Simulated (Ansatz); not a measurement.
# NaCl (Fm-3m): one-shot GW input and result

Computed with Ansatz, G0W0@PBE, full frequency by contour deformation, hand-made PAW set at its accurate level.

Input:

```yaml
crystal:
  lattice:
    - [0.0, 2.4816, 2.4816]
    - [2.4816, 0.0, 2.4816]
    - [2.4816, 2.4816, 0.0]
  atoms:
    - { symbol: Na, position: [0.0, 0.0, 0.0] }
    - { symbol: Cl, position: [0.5, 0.5, 0.5] }
basis:
  precision: f64
  xc_grid: 2
kpoints:
  mp_grid: { grid: [4, 4, 4], shift: [0, 0, 0] }
hamiltonian:
  xc: pbe
  dispersion: none
  pseudopotentials: { kind: paw, source: ansatz, level: accurate }
magnetization:
  spin_polarized: false
scf:
  lower_state_search: "off"
  max_iter: 200
  occupations: { method: fixed }
  convergence: { dr2_threshold: "1e-10 eV" }
output: {}
gw:
  n_empty_bands: 197
  ecut_chi: 200
  ecutfock_ratio: 2
  qp_bands: [v1, c1]
  screening: { model: contour_deformation }
```

Levels count from the highest filled Kohn-Sham level listed; ε_QP = ε_KS + Z(Σ − Vxc). VB is the top filled band, CB the lowest empty one. The wave cutoff came out at 900 eV.

```csv
k,band,ε_KS (eV),Σx − Vxc (eV),Σc (eV),Z,ε_QP (eV)
Γ,VB,0.00,-4.20,1.79,0.82,-1.96
Γ,CB,7.08,4.83,-3.85,0.86,7.92
```

The gap (direct at Γ) opens from 7.08 eV to 9.88 eV.

Electronic (ion-clamped) dielectric constant on this mesh, from the head of the inverse dielectric matrix: 2.8.

The cell is a model at fixed atoms and needn't be the relaxed known crystal. The mesh is coarse, so these are values at the stated settings, not converged ones. Band sums or response are cut, so the gap isn't at its basis limit. The gap is read on the mesh, and the crystal's band edges can lie off it.
